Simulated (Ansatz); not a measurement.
NaCl:

```
Cl Na
1.0
     3.50219    0.00000    0.00000
     0.00000    3.50219    0.00000
     0.00000    0.00000    3.50219
Cl Na
1 1
Direct
  0.50000 0.50000 0.50000
  0.00000 0.00000 0.00000
```

Measurements of this composition are mostly on another form, of space group No. 225.

- Program: Ansatz 0.2.0
- Task: relaxation of cell and atoms
- Functional: LDA
- Potentials or basis: Ansatz PAW
- Cutoff: 420 eV (not typed: the program's choice for these potentials)
- k mesh: 8 × 8 × 8
- Occupations: fermi-dirac, width 0.05 eV
- Spin: no spin polarisation

At the start: volume 21.48 Å³/atom.

**Question.** How do energy, volume and symmetry change on relaxing?

**Answer.** It ends after 5 steps and the volume is 19.13 Å³/atom (-10.9 %); space group Pm-3m (No. 221, to 0.05 Å).

Step by step:
| step | energy change (eV) | largest force (eV/Å) | volume (Å³) |
| --- | --- | --- | --- |
| 1 | 0.0000 | 0.0000 | 42.96 |
| 2 | -0.0420 | 0.0000 | 40.09 |
| 3 | -0.0504 | 0.0000 | 37.76 |
| 4 | -0.0511 | 0.0000 | 38.26 |
| 5 | -0.0510 | 0.0000 | 38.26 |

Final structure:
```cif
data_structure
_symmetry_space_group_name_H-M 'P 1'
_symmetry_Int_Tables_number 1
_cell_length_a 3.3698
_cell_length_b 3.3698
_cell_length_c 3.3698
_cell_angle_alpha 90.000
_cell_angle_beta 90.000
_cell_angle_gamma 90.000
_cell_volume 38.26
loop_
_atom_site_label
_atom_site_type_symbol
_atom_site_fract_x
_atom_site_fract_y
_atom_site_fract_z
_atom_site_occupancy
Cl1 Cl 0.50000 0.50000 0.50000 1
Na1 Na 0.00000 0.00000 0.00000 1
```

Caveat: the plane-wave basis is chosen anew once the cell has moved, so the energies of steps on either side of that aren't comparable; the PAW data sets come from PBE, with cores solved anew for the run's functional, which leaves a small shift of forces and pressure.
